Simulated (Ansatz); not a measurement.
The system is HfN.

```xyz
2
Lattice="0.0000 2.2560 2.2560 2.2560 0.0000 2.2560 2.2560 2.2560 0.0000" Properties=species:S:1:pos:R:3 pbc="T T T"
Hf    0.0000    0.0000    0.0000
N     2.2560    2.2560    2.2560
```

```yaml
Program: Ansatz 0.2.0
Task: single point
Functional: PBE
Potentials_or_basis: Ansatz PAW
Cutoff: "420 eV (not typed: the program's choice for these potentials)"
k_mesh: 10 × 10 × 10
Occupations: fermi-dirac, width 0.05 eV
Spin: no spin polarisation
```

On this cell: pressure 6.6 GPa; largest force zero by symmetry; band gap on the k mesh none (metal or under the smearing width).

The same run follows on a disturbed copy (atoms moved at random, drawn with an rms of 0.05 Å):

```
CELL_PARAMETERS angstrom
0.00000 2.25600 2.25600
2.25600 0.00000 2.25600
2.25600 2.25600 0.00000
ATOMIC_POSITIONS crystal
Hf 0.02558 0.01152 0.98645
N 0.48681 0.50285 0.51365
```

**Question.** What does the disturbed cell give?

**Answer.** The energy (extrapolated to zero smearing) moves by +40.5 meV/atom; pressure 8.4 GPa; largest force 1.401 eV/Å; band gap on the k mesh none (metal or under the smearing width).

Forces in eV/Å, atoms in the order of the input:
```
Hf   0.493 -0.309 -1.274
N   -0.493  0.309  1.274
```

Stress tensor (GPa, compression positive):
```
 7.32  0.10  0.51
 0.10  6.94 -0.33
 0.51 -0.33 11.01
```
